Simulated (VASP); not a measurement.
# FeSi2 (Linzhiite) (P4/mmm) in VASP: further runs

One crystal, FeSi2 (Linzhiite), is run at these levels: LDA; tasks: relaxation of cell and atoms.

Everything below comes from runs of VASP 6.6.1. Logs are shortened: lines on timing, memory, paths and dates and some standing lists are left out, and cuts for length are marked.

### Step 1. The crystal as given

The structure is tetragonal, space group P4/mmm (No. 123). Conventional cell: a = 2.684 Å, b = 2.684 Å, c = 5.128 Å, α = 90.00°, β = 90.00°, γ = 90.00°. Fe (site symmetry 4/mmm) is surrounded by 8 Si at 2.35 Å and 4 Fe at 2.68 Å. Around Si (site symmetry 4mm) lie 4 Fe at 2.35 Å and 5 Si at 2.36 to 2.68 Å.

### Step 2. Relaxation of cell and atoms, LDA

The input, INCAR:

```
SYSTEM = FeSi2
PREC     = Accurate       ! precision mode
ENCUT    = 600            ! plane-wave cutoff, eV
EDIFF    = 1E-6           ! SCF threshold, eV
ISMEAR   = 1              ! smearing method
SIGMA    = 0.1            ! smearing width, eV
LREAL    = .FALSE.        ! projectors in reciprocal space
LASPH    = .TRUE.         ! aspherical terms in the spheres
NELM     = 80             ! most SCF steps
ALGO     = Normal         ! electronic algorithm
ISIF     = 3              ! what is computed and relaxed
LWAVE    = .FALSE.        ! write WAVECAR
LCHARG   = .FALSE.        ! write CHGCAR
IBRION   = 2              ! ionic algorithm
NSW      = 90             ! ionic steps
EDIFFG   = -0.01          ! ionic threshold
```

The input, KPOINTS:

```
regular mesh
0
G
  14 14 8
  0 0 0
```

The input, POSCAR:

```
FeSi2
1.0
    2.6840000000      0.0000000000      0.0000000000
    0.0000000000      2.6840000000      0.0000000000
    0.0000000000      0.0000000000      5.1280000000
Fe Si
1 2
Direct
    0.0000000000      0.0000000000      0.0000000000
    0.5000000000      0.5000000000      0.2700000000
    0.5000000000      0.5000000000      0.7300000000
```

Potentials or basis: VASP PAW LDA potentials, release 64 (Fe, Si).

Started as:

```sh
> cat potpaw_LDA.64/Fe/POTCAR potpaw_LDA.64/Si/POTCAR > POTCAR
> mpirun -np 1 vasp_std > vasp.out
```

OUTCAR:

```text
SYSTEM = FeSi2
   PREC = Accurate
   ENCUT = 600
   EDIFF = 1E-6
   ISMEAR = 1
   LREAL = .FALSE.
   LASPH = .TRUE.
   NELM = 80
   ISIF = 3
   IBRION = 2
   NSW = 90
   EDIFFG = -0.01

 ion  position               nearest neighbor table
   1  0.000  0.000  0.000-   2 2.35   3 2.35   2 2.35   3 2.35   2 2.35   3 2.35   2 2.35   3 2.35

   2  0.500  0.500  0.270-   1 2.35   1 2.35   1 2.35   1 2.35   3 2.36   3 2.77
   3  0.500  0.500  0.730-   1 2.35   1 2.35   1 2.35   1 2.35   2 2.36   2 2.77

  LATTYP: Found a simple tetragonal cell.
 ALAT       =     2.6840000000
 C/A-ratio  =     1.9105812221

  Lattice vectors:

 A1 = (   2.6840000000,   0.0000000000,   0.0000000000)
 A2 = (   0.0000000000,   2.6840000000,   0.0000000000)
 A3 = (   0.0000000000,   0.0000000000,   5.1280000000)

Analysis of symmetry for initial positions (statically):
=====================================================================
 Subroutine PRICEL returns:
 Original cell was already a primitive cell.

 Routine SETGRP: Setting up the symmetry group for a
 simple tetragonal supercell.

 Subroutine GETGRP returns: Found 16 space group operations
 (whereof 16 operations were pure point group operations)
 out of a pool of 16 trial point group operations.

The static configuration has the point symmetry D_4h.

Analysis of symmetry for dynamics (positions and initial velocities):
=====================================================================
 Subroutine PRICEL returns:
 Original cell was already a primitive cell.

 Routine SETGRP: Setting up the symmetry group for a
 simple tetragonal supercell.

 Subroutine GETGRP returns: Found 16 space group operations
 (whereof 16 operations were pure point group operations)
 out of a pool of 16 trial point group operations.

The dynamic configuration has the point symmetry D_4h.

 Subroutine INISYM returns: Found 16 space group operations
 (whereof 16 operations are pure point group operations),
 and found     1 'primitive' translations

----------------------------------------------------------------------------------------

                                     Primitive cell

  volume of cell :      36.9414

  direct lattice vectors                    reciprocal lattice vectors
     2.684000000  0.000000000  0.000000000     0.372578241  0.000000000  0.000000000
     0.000000000  2.684000000  0.000000000     0.000000000  0.372578241  0.000000000
     0.000000000  0.000000000  5.128000000     0.000000000  0.000000000  0.195007800

  length of vectors
     2.684000000  2.684000000  5.128000000     0.372578241  0.372578241  0.195007800

  position of ions in fractional coordinates (direct lattice)
     0.000000000  0.000000000  0.000000000
     0.500000000  0.500000000  0.270000000
     0.500000000  0.500000000  0.730000000

  ion indices of the primitive-cell ions
   primitive index   ion index
[... 74 lines left out ...]
   NELM   =     80;   NELMIN=  2; NELMDL= -5     # of ELM steps
   EDIFF  = 0.1E-05   stopping-criterion for ELM
   LREAL  =      F    real-space projection
   EDIFFG = -.1E-01   stopping-criterion for IOM
   NSW    =     90    number of steps for IOM
   IBRION =      2    ionic relax: 0-MD 1-quasi-New 2-CG
   NFREE  =      1    steps in history (QN), initial steepest desc. (CG)
   ISIF   =      3    stress and relaxation
   ISYM   =      2    0-nonsym 1-usesym 2-fastsym
   POTIM  = 0.5000    time-step for ionic-motion
   TEBEG  =    0.0;   TEEND  =   0.0 temperature during run
   PSTRESS=    0.0 pullay stress
   NELECT =      16.0000    total number of electrons
   NUPDOWN=      -1.0000    fix difference up-down
   EMIN   =  10.00;   EMAX   =-10.00  energy-range for DOS
   EFERMI =   0.00;   METHOD = LEGACY
   ISMEAR =     1;   SIGMA  =   0.10  broadening in eV -4-tet -1-fermi 0-gaus
   EFERMI_NEDOS =   21; number of points for ismear=-14 and -15
   IALGO  =     38    algorithm
   IMIX   =      4    mixing-type and parameters
     AMIX     =   0.40;   BMIX     =  1.00
     AMIX_MAG =   1.60;   BMIX_MAG =  1.00
  volume/ion in A,a.u.               =      12.31        83.10
  Fermi-wavevector in a.u.,A,eV,Ry     =   1.238636  2.340683 20.874330  1.534220
  Thomas-Fermi vector in A             =   2.373153
   LORBIT       =      0    0 simple, 1 ext, 2 COOP (PROOUT), +10 PAW based schemes
   GGA     = CA    functional components
   LHFCALC =     F    Hartree Fock is set to
   AEXX    =    0.0000 exact exchange contribution
   IVDW    =     0    specifies the selected vdW correction
   LEPSILON=     F    determine dielectric tensor
   LRPA    =     F    only Hartree local field effects (RPA)
 conjugate gradient relaxation of ions
 non-spin polarized calculation
 Methfessel and Paxton  Order N= 1 SIGMA  =   0.10
  energy-cutoff  :      600.00
  volume of cell :       36.94
 maximum number of plane-waves:      1252
 NGX is ok and might be reduce to    24
   NGX = 11   NGY = 11   NGZ = 21

--------------------------------------- Ionic step        1  -------------------------------------------

 number of electron      16.0000000 magnetization

 Free energy of the ion-electron system (eV)
  ---------------------------------------------------
  ext. energy  EPLUGINS =         0.00000000
  ---------------------------------------------------
  free energy    TOTEN  =       -22.84238152 eV

  energy without entropy =      -22.84220470  energy(sigma->0) =      -22.84232258

 E-fermi :   9.9397     XC(G=0): -12.1223

 val. band max:        9.9302656940   @ k =   0.3571   0.2143   0.0000
 cond. band min:       9.9556291415   @ k =   0.4286   0.4286   0.2500
 fundamental gap:      0.0253634475
 Fermi energy:         9.9396916235

 k-point     1 :       0.0000    0.0000    0.0000
  band No.  band energies     occupation
      1      -3.9506      2.00000
      2       0.7787      2.00000
      3       2.0263      2.00000
      4       6.3184      2.00000
      5       8.2829      2.00000
      6       8.4102      2.00000
      7       8.4102      2.00000
      8       9.3030      2.00000
      9      14.4866      0.00000
     10      14.4866      0.00000
     11      16.3681      0.00000
     12      17.1663      0.00000
[... 566 lines left out ...]
--------------------------------------- Ionic step        7  -------------------------------------------

 number of electron      15.9999998 magnetization

 Free energy of the ion-electron system (eV)
  ---------------------------------------------------
  ext. energy  EPLUGINS =         0.00000000
  ---------------------------------------------------
  free energy    TOTEN  =       -22.86192015 eV

  energy without entropy =      -22.86186563  energy(sigma->0) =      -22.86190198

 E-fermi :  10.3025     XC(G=0): -12.2540

 val. band max:       10.2952831190   @ k =   0.4286   0.4286   0.1250
 cond. band min:      10.3178490720   @ k =   0.4286   0.2143   0.0000
 fundamental gap:      0.0225659531
 Fermi energy:        10.3024708249

 k-point     1 :       0.0000    0.0000    0.0000
  band No.  band energies     occupation
      1      -3.8034      2.00000
      2       1.0837      2.00000
      3       2.2125      2.00000
      4       6.5713      2.00000
      5       8.5858      2.00000
      6       8.7436      2.00000
      7       8.7436      2.00000
      8       9.6704      2.00000
      9      14.9668      0.00000
     10      14.9668      0.00000
     11      16.9802      0.00000
     12      17.5310      0.00000
[... 375 lines left out ...]
  FREE ENERGIE OF THE ION-ELECTRON SYSTEM (eV)
  ---------------------------------------------------
  free  energy   TOTEN  =       -22.8619201498 eV

  energy  without entropy=      -22.8618656336  energy(sigma->0) =      -22.86190198

 reached required accuracy - stopping structural energy minimisation
```

OSZICAR:

```text
N       E                     dE             d eps       ncg     rms          rms(c)
DAV:   1     0.747412522152E+02    0.74741E+02   -0.79092E+03  4328   0.153E+03
DAV:   2    -0.190119274957E+02   -0.93753E+02   -0.86014E+02  4348   0.267E+02
DAV:   3    -0.242945922752E+02   -0.52827E+01   -0.49930E+01  5804   0.714E+01
[... 54 lines left out ...]
DAV:   1    -0.228620649204E+02   -0.19946E-03   -0.36004E-03  5068   0.668E-01    0.847E-02
DAV:   2    -0.228621843365E+02   -0.11942E-03   -0.14627E-03  6424   0.986E-01    0.143E-01
DAV:   3    -0.228619338670E+02    0.25047E-03   -0.84846E-04  6396   0.752E-01    0.274E-02
DAV:   4    -0.228619208742E+02    0.12993E-04   -0.32040E-05  6284   0.799E-02    0.887E-03
DAV:   5    -0.228619201498E+02    0.72439E-06   -0.35911E-06  4480   0.264E-02
   7 F= -.22861920E+02 E0= -.22861902E+02  d E =-.552075E-04
```

It took 2.4 min on 1 thread of Intel Xeon Platinum 8488C (Sapphire Rapids), shared host; peak memory 0.24 GiB.

What came out:

```yaml
Free_energy: -22.8619 eV
Relaxed_volume: 11.97 Å³/atom
Relaxed_cell: a = 2.661 Å, b = 2.661 Å, c = 5.072 Å, α = 90.00°, β = 90.00°, γ = 90.00°
Space_group_after_relaxing_to_0.05_Å: P4/mmm (No. 123)
Energy_gained_by_relaxing: 6.5 meV/atom
Ionic_steps: 7
Pressure_after_relaxing: -0.1 GPa
Band_gap_on_the_k_mesh: none (metal or under the smearing width)
```

Step by step:
```csv
step,energy change (eV),largest force (eV/Å),pressure (GPa),volume (Å³)
1,0.0000,0.1184,-5.45,36.94
2,0.0101,0.1967,7.76,34.75
3,-0.0187,0.1634,0.04,35.94
4,-0.0187,0.1638,0.16,35.92
5,-0.0193,0.0748,0.03,35.90
6,-0.0195,0.0000,0.03,35.91
7,-0.0195,0.0001,-0.11,35.92
```

Final structure:
```xyz
3
Lattice="2.6611 0.0000 0.0000 0.0000 2.6611 0.0000 0.0000 0.0000 5.0720" Properties=species:S:1:pos:R:3 pbc="T T T"
Fe    0.0000    0.0000    0.0000
Si    1.3306    1.3306    1.3772
Si    1.3306    1.3306    3.6948
```

Spin polarisation is off, so any magnetic state and its effect on volume and gap are missing. Zero-point motion and thermal expansion aren't in these numbers.

### Step 3. Relaxation of cell and atoms, LDA

This run uses another cell than the first one, of 11.97 Å³/atom, 0.972 times its volume.

Edit INCAR of step 2 so:

```diff
@@ -3,3 +3,3 @@
 ENCUT    = 600            ! plane-wave cutoff, eV
-EDIFF    = 1E-6           ! SCF threshold, eV
+EDIFF    = 1E-7           ! SCF threshold, eV
 ISMEAR   = 1              ! smearing method
@@ -15,2 +15,2 @@
 NSW      = 90             ! ionic steps
-EDIFFG   = -0.01          ! ionic threshold
+EDIFFG   = -0.005         ! ionic threshold
```

KPOINTS is that of step 2.

The input, POSCAR:

```
FeSi2                                   
1.0
    2.6611105879      0.0000000000     -0.0000000000
    0.0000000000      2.6611105879      0.0000000000
   -0.0000000000      0.0000000000      5.0719979915
  Fe              Si            
     1     2
Direct
     0.0000000000000000    0.0000000000000000    0.0000000000000000
     0.5000000000000000    0.5000000000000000    0.2715361139022267
     0.5000000000000000    0.5000000000000000    0.7284638860977733
```

Potentials or basis: VASP PAW LDA potentials, release 64 (Fe, Si).

Started as:

```sh
> cat potpaw_LDA.64/Fe/POTCAR potpaw_LDA.64/Si/POTCAR > POTCAR
> mpirun -np 1 vasp_std > vasp.out
```

OUTCAR:

```text
SYSTEM = FeSi2
   PREC = Accurate
   ENCUT = 600
   EDIFF = 1E-7
   ISMEAR = 1
   LREAL = .FALSE.
   LASPH = .TRUE.
   NELM = 80
   ISIF = 3
   IBRION = 2
   NSW = 90
   EDIFFG = -0.005

 ion  position               nearest neighbor table
   1  0.000  0.000  0.000-   2 2.33   3 2.33   2 2.33   3 2.33   2 2.33   3 2.33   2 2.33   3 2.33

   2  0.500  0.500  0.272-   3 2.32   1 2.33   1 2.33   1 2.33   1 2.33   3 2.75
   3  0.500  0.500  0.728-   2 2.32   1 2.33   1 2.33   1 2.33   1 2.33   2 2.75

  LATTYP: Found a simple tetragonal cell.
 ALAT       =     2.6611105879
 C/A-ratio  =     1.9059703924

  Lattice vectors:

 A1 = (   2.6611105879,   0.0000000000,   0.0000000000)
 A2 = (   0.0000000000,   2.6611105879,   0.0000000000)
 A3 = (   0.0000000000,   0.0000000000,   5.0719979915)

Analysis of symmetry for initial positions (statically):
=====================================================================
 Subroutine PRICEL returns:
 Original cell was already a primitive cell.

 Routine SETGRP: Setting up the symmetry group for a
 simple tetragonal supercell.

 Subroutine GETGRP returns: Found 16 space group operations
 (whereof 16 operations were pure point group operations)
 out of a pool of 16 trial point group operations.

The static configuration has the point symmetry D_4h.

Analysis of symmetry for dynamics (positions and initial velocities):
[... 239 lines left out ...]

 Free energy of the ion-electron system (eV)
  ---------------------------------------------------
  ext. energy  EPLUGINS =         0.00000000
  ---------------------------------------------------
  free energy    TOTEN  =       -22.86167910 eV

  energy without entropy =      -22.86162448  energy(sigma->0) =      -22.86166089

 E-fermi :  10.3061     XC(G=0): -12.2554

 val. band max:       10.2988893150   @ k =   0.4286   0.4286   0.1250
 cond. band min:      10.3214971269   @ k =   0.4286   0.2143   0.0000
 fundamental gap:      0.0226078119
 Fermi energy:        10.3061328893

 k-point     1 :       0.0000    0.0000    0.0000
  band No.  band energies     occupation
      1      -3.8018      2.00000
      2       1.0873      2.00000
      3       2.2146      2.00000
      4       6.5734      2.00000
      5       8.5891      2.00000
      6       8.7466      2.00000
      7       8.7466      2.00000
      8       9.6736      2.00000
      9      14.9717      0.00000
     10      14.9717      0.00000
     11      16.9875      0.00000
     12      17.5353      0.00000
[... 331 lines left out ...]
 k-point    24 :       0.3571    0.2143    0.0000
  band No.  band energies     occupation
      1      -0.4516      2.00000
      2       3.2888      2.00000
      3       4.6529      2.00000
      4       5.2688      2.00000
      5       6.5882      2.00000
      6       7.9122      2.00000
      7       8.2143      2.00000
      8       9.7698      2.00000
      9      10.2860      1.33352
     10      13.0052      0.00000
     11      13.1012      0.00000
     12      14.4733      0.00000

 [... further k-points ...]

------------------------ aborting loop because EDIFF is reached ----------------------------------------

  FORCE on cell =-STRESS in cart. coord.  units (eV):
  Direction    XX          YY          ZZ          XY          YZ          ZX
  --------------------------------------------------------------------------------------
  -------------------------------------------------------------------------------------
  Total        0.0009600      0.0009600     -0.0000903      0.0000000      0.0000000      0.0000000
  in kB        0.0428349      0.0428349     -0.0040275      0.0000000      0.0000000      0.0000000
  external PRESSURE =       0.0272141 kB  Pullay stress =       0.0000000 kB
[... 18 lines left out ...]
  FREE ENERGIE OF THE ION-ELECTRON SYSTEM (eV)
  ---------------------------------------------------
  free  energy   TOTEN  =       -22.8616790964 eV

  energy  without entropy=      -22.8616244769  energy(sigma->0) =      -22.86166089

 reached required accuracy - stopping structural energy minimisation
```

CONTCAR:

```text
FeSi2
   1.00000000000000
     2.6608906483318115    0.0000000000000000    0.0000000000000000
     0.0000000000000000    2.6608906483318115    0.0000000000000000
    -0.0000000000000000    0.0000000000000000    5.0713098272586281
  Fe              Si
     1     2
Direct
     0.0000000000000000    0.0000000000000000    0.0000000000000000
     0.5000000000000000    0.5000000000000000    0.2715356269627761
     0.5000000000000000    0.5000000000000000    0.7284643730372238

  0.00000000E+00  0.00000000E+00  0.00000000E+00
  0.00000000E+00  0.00000000E+00  0.00000000E+00
  0.00000000E+00  0.00000000E+00  0.00000000E+00
```

It took 72 s on 1 thread of Intel Xeon Platinum 8488C (Sapphire Rapids), shared host; peak memory 0.23 GiB.

What came out:

- Free energy: -22.8617 eV
- Relaxed volume: 11.97 Å³/atom
- Relaxed cell: a = 2.661 Å, b = 2.661 Å, c = 5.071 Å, α = 90.00°, β = 90.00°, γ = 90.00°
- Space group after relaxing (to 0.05 Å): P4/mmm (No. 123)
- Energy gained by relaxing: 0.0 meV/atom
- Ionic steps: 3
- Pressure after relaxing: 0.0 GPa
- Band gap on the k mesh: none (metal or under the smearing width)

Final structure:
```
CELL_PARAMETERS angstrom
2.66089 0.00000 0.00000
0.00000 2.66089 0.00000
0.00000 0.00000 5.07131
ATOMIC_POSITIONS crystal
Fe 0.00000 0.00000 0.00000
Si 0.50000 0.50000 0.27154
Si 0.50000 0.50000 0.72846
```

Levels at points of the mesh, in eV from the Fermi level:
```csv
k point,band 5,band 6,band 7,band 8,band 9,band 10,band 11,band 12
"(0.00, 0.00, 0.00)",-1.72,-1.56,-1.56,-0.63,4.67,4.67,6.68,7.23
"(0.50, 0.00, 0.00)",-3.82,-3.30,-2.13,-1.13,0.10,1.57,2.37,8.01
"(0.50, 0.50, 0.00)",-4.48,-3.27,-2.32,0.16,0.63,2.66,3.03,3.03
"(0.00, 0.00, 0.50)",-2.35,-1.61,-1.61,-0.63,2.62,5.85,5.85,6.42
"(0.50, 0.00, 0.50)",-3.24,-2.53,-2.12,-1.15,0.61,2.46,5.00,5.04
"(0.50, 0.50, 0.50)",-3.28,-3.28,-1.85,0.16,0.39,0.39,1.17,3.04
```
